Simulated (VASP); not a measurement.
# CdS in VASP: one cell, several levels of theory

Aim: gap, levels, forces and stress of rocksalt CdS, strained and with displaced atoms at fixed geometry. Runs: PBE, r2SCAN. The results are then set beside those of Ansatz 0.2.0 for the same cell. This is a trial cell built on a prototype, not taken from a measured structure, and it needn't be the compound's ground state.

Program: VASP 6.6.1. PAW datasets, plane waves. Simulation only: spin-unpolarised, and no claim that this is the phase found in nature.

### 1 The system as given

Space group P1 (No. 1), triclinic; conventional cell a = 3.766 Å, b = 3.886 Å, c = 3.897 Å, α = 91.6°, β = 117.8°, γ = 118.5°, 20.99 Å³ an atom. Cd has 4 S at 2.47–2.79 Å; S has 4 Cd at 2.47–2.79 Å.

The structure in full:

```
CELL_PARAMETERS angstrom
0.08490 2.79060 2.80440
2.71530 0.09570 2.79360
2.79310 2.85760 0.01790
ATOMIC_POSITIONS crystal
Cd 0.95910 0.00530 0.99480
S 0.57020 0.47400 0.49970
```

### 2 Single point with PBE

INCAR

```
ENCUT = 520.000000
SIGMA = 0.020000
EDIFF = 1.00e-07
GGA = PE
PREC = Accurate
IBRION = -1
ISIF = 2
ISMEAR = -1
NBANDS = 16
NELM = 120
NSW = 0
LASPH = .TRUE.
LCHARG = .FALSE.
LWAVE = .FALSE.
LREAL = .FALSE.
```

KPOINTS

```
KPOINTS created by Atomic Simulation Environment
0
Gamma
6 6 6
0 0 0
```

POSCAR

```
Cd S
 1.0000000000000000
     0.0849000000000000    2.7906000000000000    2.8043999999999998
     2.7153000000000000    0.0957000000000000    2.7936000000000001
     2.7930999999999999    2.8576000000000001    0.0179000000000000
 Cd  S
   1   1
Cartesian
  2.8743945599999998  5.5197121500000002  2.7223130399999995
  2.7311742500000000  3.0645046400000000  2.9321799099999999
```

Potentials: the recommended PBE PAW datasets, 18 valence electrons in the neutral cell.

### 3 r2SCAN

Edit INCAR of step 2 so:

```diff
@@ -3,3 +3,4 @@
 EDIFF = 1.00e-07
-GGA = PE
+ALGO = Normal
+METAGGA = R2SCAN
 PREC = Accurate
```

KPOINTS is that of step 2.

POSCAR is that of step 2.

**Question.** What will these runs give? Wanted: for each run, gap; pressure; largest force; Ansatz: gap; Ansatz: pressure; Ansatz: force.

The runs gave:

| level | gap (eV) | pressure (GPa) | largest force (eV/Å) | Ansatz: gap (eV) | Ansatz: pressure (GPa) | Ansatz: force (eV/Å) |
| --- | --- | --- | --- | --- | --- | --- |
| PBE | 0.41* | 3.30 | 0.672 | 0.43 | 2.87 | 0.639 |
| r2SCAN | 0.85* | 1.68 | 0.705 | 0.88 | 1.22 | 0.677 |

A star marks a gap among the mesh's points alone.

In words: The gap runs from 0.41 eV (PBE) to 0.85 eV (r2SCAN). The pressure is highest with PBE (3.3 GPa) and lowest with r2SCAN (1.7 GPa), which orders the cells that they would relax to. Forces up to 0.70 eV/Å (r2SCAN) show atoms off their equilibrium places at that level; the least is 0.672 eV/Å (PBE). The two codes have different PAW datasets and cutoffs. VASP's cell holds 18 valence electrons and Ansatz's 26.
